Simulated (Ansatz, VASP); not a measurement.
# BaS: VASP beside Ansatz

File INCAR:

```
SYSTEM = BaS
PREC     = Accurate       ! precision mode
ENCUT    = 520            ! plane-wave cutoff, eV
EDIFF    = 1E-6           ! SCF threshold, eV
ISMEAR   = 0              ! smearing method
SIGMA    = 0.02           ! smearing width, eV
LREAL    = .FALSE.        ! projectors in reciprocal space
LASPH    = .TRUE.         ! aspherical terms in the spheres
NELM     = 80             ! most SCF steps
ALGO     = Fast           ! electronic algorithm
ISIF     = 2              ! what is computed and relaxed
LWAVE    = .FALSE.        ! write WAVECAR
LCHARG   = .TRUE.         ! write CHGCAR
GGA      = PS             ! functional
LELF     = .TRUE.         ! ELF
LVHAR    = .TRUE.       
NBANDS   = 15             ! bands
```

File KPOINTS:

```
Automatic mesh
0
G
  8 8 8
  0 0 0
```

POSCAR

```
BaS
1.0
    0.0000000000      3.1663007203      3.1663007203
    3.1663007203      0.0000000000      3.1663007203
    3.1663007203      3.1663007203      0.0000000000
Ba S
1 1
Direct
    0.0000000000      0.0000000000      0.0000000000
    0.5000000000      0.5000000000      0.5000000000
```

Input for Ansatz:

```yaml
crystal:
  lattice:
    - [0.0, 3.1663007203, 3.1663007203]
    - [3.1663007203, 0.0, 3.1663007203]
    - [3.1663007203, 3.1663007203, 0.0]
  atoms:
    - { symbol: Ba, position: [0.0, 0.0, 0.0] }
    - { symbol: S, position: [0.5, 0.5, 0.5] }
basis:
  ecutwfc: 420
kpoints:
  mp_grid: { grid: [8, 8, 8] }
  band_path: { path: [VBM, CBM], npoints: 2 }
hamiltonian:
  xc: pbesol
scf:
  occupations: { method: gaussian, width: 0.02 }
output:
  forces: true
  stress: true
  eigenvalues: true
```

Alike in both runs: task single point; functional PBEsol; k mesh 8 × 8 × 8; occupations gaussian, width 0.02 eV; no spin polarisation.

|  | VASP | Ansatz |
| --- | --- | --- |
| version | VASP 6.6.1 | Ansatz 0.2.0 |
| potentials or method | VASP PAW PBE potentials, release 64 (Ba_sv, S) | scalar-relativistic, plane waves, PAW |
| plane-wave cutoff (eV) | 520 | 420 |
| valence electrons in the cell | 16 | 16 |

|  | VASP | Ansatz | Ansatz less VASP |
| --- | --- | --- | --- |
| gap on the k mesh at the Fermi level (eV) | 1.93 | 2.04 | +0.104 |
| least direct gap on the mesh (eV) | 2.06 | 2.13 | +0.070 |
| pressure (GPa) | 0.7 | 0.0 | -0.69 |

With one functional, cell and mesh, what is left measures potentials, basis and numerics.

Caveats: the PAW data sets were made with another functional, which shifts forces and pressure a little (VASP); spin-orbit coupling is left out, which moves the levels of the heavy elements. PBEsol gaps usually lie below the measured ones, often by a third to a half. A k mesh can miss the band edges.
